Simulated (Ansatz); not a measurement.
# WS2: one contact scaled

The task here is to estimate one member of a computed series from the others.

Program: Ansatz 0.2.0. Level of theory: DFT PBEsol, with the methods named in each step. These are calculated values, not measurements.

3 further runs of the same task are left out: 3 that didn't finish.

### The system as given

The structure is trigonal, space group R3m (No. 160). Conventional cell: a = 3.158 Å, b = 3.158 Å, c = 18.490 Å, α = 90.00°, β = 90.00°, γ = 120.00°. W (site symmetry 3m) is surrounded by 6 S at 2.39 to 2.42 Å. S (site symmetry 3m) is surrounded by 3 W at 2.39 Å. S (site symmetry 3m) is surrounded by 3 W at 2.42 Å.

Structure file:

```cif
data_structure
_symmetry_space_group_name_H-M 'P 1'
_symmetry_Int_Tables_number 1
_cell_length_a 6.4274
_cell_length_b 6.4274
_cell_length_c 6.4274
_cell_angle_alpha 28.443
_cell_angle_beta 28.443
_cell_angle_gamma 28.443
_cell_volume 53.23
loop_
_atom_site_label
_atom_site_type_symbol
_atom_site_fract_x
_atom_site_fract_y
_atom_site_fract_z
_atom_site_occupancy
W1 W 0.00000 0.00000 0.00000 1
S1 S 0.24970 0.24970 0.24970 1
S2 S 0.41900 0.41900 0.41900 1
```

Atoms are numbered in the order of the input: W1, S2, S3.

The first run:

File input.yaml:

```yaml
crystal:
  lattice:
    - [1.579, 0.9116360751, 6.1633333333]
    - [-1.579, 0.9116360751, 6.1633333333]
    - [0.0, -1.8232721501, 6.1633333333]
  atoms:
    - { symbol: W, position: [0.0, 0.0, 0.0] }
    - { symbol: S, position: [0.2497, 0.2497, 0.2497] }
    - { symbol: S, position: [0.419, 0.419, 0.419] }
kpoints:
  mp_grid: { grid: [11, 11, 11] }
scf:
  occupations: { method: fermi_dirac, width: 0.05 }
hamiltonian:
  xc: pbesol
  pseudopotentials: { kind: paw }
output:
  forces: true
  stress: true
  eigenvalues: true
  efg: { contact_densities: true }
  populations: true
```

Started as:

```bash
$ ansatz run input.yaml --threads 1 --pin off --max-ram 3072MiB --backend cpu --events-out ev --progress --plain --runs-dir out
```

Steps of the session up to this table: Shortest bond scaled by 1, PAW; Shortest bond scaled by 1.1, PAW; Shortest bond scaled by 0.94, PAW; Shortest bond scaled by 0.88, PAW; Shortest bond scaled by 0.82, PAW; Shortest bond scaled by 0.82, PAW (source ansatz).

One table of the session follows, with a row left open; its other results are not shown here.

| method | length (Å) | F from the given length (eV/cell) | force along the bond (eV/Å) | pressure (GPa) | largest force (eV/Å) |
| --- | --- | --- | --- | --- | --- |
| PAW | 1.960 | 2.434 | 13.506 | 21.89 | 14.418 |
| PAW | 2.104 | ? | ? | ? | ? |
| PAW | 2.247 | 0.234 | 3.166 | 3.34 | 3.794 |
| PAW | 2.391 | 0.000 | 0.269 | -0.63 | 0.599 |
| PAW | 2.630 | 0.345 | -2.886 | -2.57 | 3.639 |
| PAW (source ansatz) | 1.960 | – | 13.473 | 21.85 | 14.384 |

Q: Estimate the row for PAW, 2.104 from the others.

As computed: F from the given length (eV/cell): 0.968; force along the bond (eV/Å): 7.333; pressure (GPa): 10.42; largest force (eV/Å): 8.197.

Limits of these values: Warnings in the runs' records: gradients without spin orbit.
